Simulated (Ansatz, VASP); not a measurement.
# TaN in VASP and in Ansatz

```xyz
2
Lattice="-0.0436 2.1572 2.1572 2.1572 -0.0436 2.1572 2.1572 2.1572 -0.0436" Properties=species:S:1:pos:R:3 pbc="T T T"
Ta    2.1354    2.1354    2.1354
N     0.0000    0.0000    0.0000
```

Change from the starting cell: equal xy, yz and zx shear strains of -2 %.

Alike in both runs: task single point; functional PBEsol; k mesh 9 × 9 × 9; occupations fermi-dirac, width 0.02 eV; no spin polarisation.

|  | VASP | Ansatz |
| --- | --- | --- |
| version | VASP 6.6.1 | Ansatz 0.2.0 |
| potentials or method | VASP PAW PBE potentials, release 64 (Ta_pv, N), cutoff 520 eV | all-electron LAPW, scalar-relativistic |

Ansatz gave:

| Property | Result |
| --- | --- |
| pressure (GPa) | 4.5 |
| largest component of the traceless stress (GPa) | 0.88 |

Estimate VASP's values.

pressure (GPa): 5.6; largest component of the traceless stress (GPa): 0.86.

Ansatz ran all-electron here, so the differences hold the error of VASP's frozen core and of both bases.

Caveats: the PAW data sets were made with another functional, which shifts forces and pressure a little (VASP). Spin-orbit coupling is left out, which matters for the levels of Ta.
